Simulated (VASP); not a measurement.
The system is Hf.

```
CELL_PARAMETERS angstrom
-1.80500 1.80500 1.80500
1.80500 -1.80500 1.80500
1.80500 1.80500 -1.80500
ATOMIC_POSITIONS crystal
Hf 0.00000 0.00000 0.00000
```

This isn't the form of Hf at room conditions, which is hcp.

* Program: VASP 6.6.1
* Task: relaxation of cell and atoms
* Functional: PBE
* Potentials or basis: VASP PAW PBE potentials, release 64 (Hf_pv)
* Cutoff: 520 eV
* k mesh: 17 × 17 × 17
* Occupations: gaussian, width 0.1 eV
* Spin: no spin polarisation

At the start: pressure -5.3 GPa; volume 23.52 Å³/atom.

Problem. Where does the relaxation end?

Solution. Over 4 steps the energy falls by 22.1 meV/atom and the volume is 22.22 Å³/atom (-5.6 %); space group Im-3m (No. 229, to 0.05 Å).

The path:
```
step  energy change (eV)  largest force (eV/Å)  pressure (GPa)  volume (Å³)
   1              0.0000                0.0000           -5.28        23.52
   2              0.0017                0.0000            6.34        20.98
   3             -0.0221                0.0000           -0.09        22.24
   4             -0.0221                0.0000            0.06        22.22
```

Final structure:
```cif
data_structure
_symmetry_space_group_name_H-M 'P 1'
_symmetry_Int_Tables_number 1
_cell_length_a 3.0674
_cell_length_b 3.0674
_cell_length_c 3.0674
_cell_angle_alpha 109.471
_cell_angle_beta 109.471
_cell_angle_gamma 109.471
_cell_volume 22.22
loop_
_atom_site_label
_atom_site_type_symbol
_atom_site_fract_x
_atom_site_fract_y
_atom_site_fract_z
_atom_site_occupancy
Hf1 Hf 0.00000 0.00000 0.00000 1
```
